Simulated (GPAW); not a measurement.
# CuO: single point with LDA+U

Crystal: CuO.

```xyz
4
Lattice="1.9910 -2.1536 0.0000 1.9910 2.1536 0.0000 0.0000 0.0000 5.1559" Properties=species:S:1:pos:R:3 pbc="T T T"
Cu    0.9955   -1.0768    0.0000
Cu    0.9955    1.0768    2.5780
O     1.9910    0.0000    1.2890
O     1.9910    0.0000    3.8669
```

Measurements of this composition are mostly on another form, of space group No. 15.

| Quantity | Value |
| --- | --- |
| Program | GPAW 26.7.0 |
| Task | single point |
| Functional | LDA |
| Potentials or basis | the program's PAW data sets (release 1.2.1) made for this functional |
| Cutoff | 800 eV |
| Basis | pw |
| k mesh | 9 × 9 × 5 |
| Occupations | fermi-dirac, width 0.05 eV |
| Spin | no spin polarisation |
| Hubbard terms | Cu d U = 1 eV |

* Pressure: -10.9 GPa
* Band gap on the k mesh: none (metal or under the smearing width)

Stress tensor (GPa, compression positive):
```
 -8.91   0.00   0.00
  0.00 -10.77   0.00
  0.00   0.00 -13.06
```

Levels at points of the mesh, in eV from the Fermi level:
```tsv
k point	band 15	band 16	band 17	band 18	band 19	band 20
(0.00, 0.00, 0.00)	-2.38	-2.04	0.61	0.80	1.47	6.18
```

It took 2.4 min on 1 thread of Arm Neoverse V2, on a shared host, peak memory 0.36 GiB.

Caveat: with this Cu data set, volumes or pressures lay over 1.5 % or 2 GPa off other programs in two to four cells of ten; the run has no spin polarisation, though such a crystal can be magnetic; U without spin polarisation on a metal has little footing.
